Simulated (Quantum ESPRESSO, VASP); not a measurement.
Given: the input of a run of VASP 6.6.1 on CdGeAs2. The cell is a database's computed one, not the measured one.

The input INCAR:

```
ALGO     = Normal         # electronic algorithm
EDIFF    = 1E-7           # SCF threshold, eV
ENCUT    = 520            # plane-wave cutoff, eV
GGA      = PS             # functional
ISIF     = 2              # what is computed and relaxed
ISMEAR   = -1             # smearing method
KPAR     = 2            
LASPH    = T              # aspherical terms in the spheres
LCHARG   = F              # write CHGCAR
LREAL    = F              # projectors in reciprocal space
LWAVE    = F              # write WAVECAR
NBANDS   = 46             # bands
NELM     = 80             # most SCF steps
PREC     = Accurate       # precision mode
SIGMA    = 0.05           # smearing width, eV
```

File KPOINTS:

```
k-points
0
Gamma
  6 6 6
```

The input POSCAR:

```
CdGeAs2
1.0
   -2.9888745628      2.9888745628      5.6642966801
    2.9888745628     -2.9888745628      5.6642966801
    2.9888745628      2.9888745628     -5.6642966801
Cd As Ge
2 4 2
Direct
    0.5000000000      0.5000000000      0.0000000000
    0.2500000000      0.7500000000      0.5000000000
    0.0962175700      0.1250000000      0.4712175700
    0.3750000000      0.9037824300      0.0287824300
    0.6537824300      0.6250000000      0.5287824300
    0.8750000000      0.3462175700      0.9712175700
    0.7500000000      0.2500000000      0.5000000000
    0.0000000000      0.0000000000      0.0000000000
```

Potentials or basis: VASP PAW PBE potentials, release 64 (Cd, As, Ge_d).

The run is started by

```bash
$ cat potpaw_PBE.64/Cd/POTCAR potpaw_PBE.64/As/POTCAR potpaw_PBE.64/Ge_d/POTCAR > POTCAR
$ mpirun -np 2 vasp_std > vasp.out
```

**Question.** What does the same run look like in Quantum ESPRESSO 7.5? Potentials or basis there: GBRV 1.5 PBEsol, cutoff 612 eV.

**Answer.** As run (cutoffs and basis follow the program's own potentials, and thresholds, step limits or extra output files can differ):

pw.in

```
&CONTROL
  calculation = 'scf'
  prefix = 'pwscf'
  outdir = './tmp'
  pseudo_dir = './pseudo'
  tprnfor = .true.
  tstress = .true.
  disk_io = 'nowf'
/
&SYSTEM
  ibrav = 0
  nat = 8
  ntyp = 3
  ecutwfc = 45
  ecutrho = 360
  nbnd = 48
  occupations = 'smearing'
  smearing = 'fd'
  degauss = 0.00367493
/
&ELECTRONS
  conv_thr = 1.6d-09
  electron_maxstep = 120
  mixing_beta = 0.5
/
ATOMIC_SPECIES
Cd   112.4140 cd_pbesol_v1.uspp.F.UPF
As    74.9216 as_pbesol_v1.uspp.F.UPF
Ge    72.6300 ge_pbesol_v1.4.uspp.F.UPF
CELL_PARAMETERS angstrom
  -2.9888745628    2.9888745628    5.6642966801
   2.9888745628   -2.9888745628    5.6642966801
   2.9888745628    2.9888745628   -5.6642966801
ATOMIC_POSITIONS crystal
Cd     0.5000000000    0.5000000000    0.0000000000
Cd     0.2500000000    0.7500000000    0.5000000000
As     0.0962175700    0.1250000000    0.4712175700
As     0.3750000000    0.9037824300    0.0287824300
As     0.6537824300    0.6250000000    0.5287824300
As     0.8750000000    0.3462175700    0.9712175700
Ge     0.7500000000    0.2500000000    0.5000000000
Ge     0.0000000000    0.0000000000    0.0000000000
K_POINTS automatic
6 6 6 0 0 0
```

Potentials or basis: GBRV 1.5 PBEsol.

The run is started by

```bash
$ OMP_NUM_THREADS=1 mpirun -n 2 pw.x -nk 2 -in pw.in > pw.out
```

Both were run:

|  | VASP | Quantum ESPRESSO |
| --- | --- | --- |
| Pressure | -0.5 GPa | -0.5 GPa |
| Largest force | 0.170 eV/Å | 0.173 eV/Å |

VASP's potentials were made for PBE.

Pressure is positive in compression.
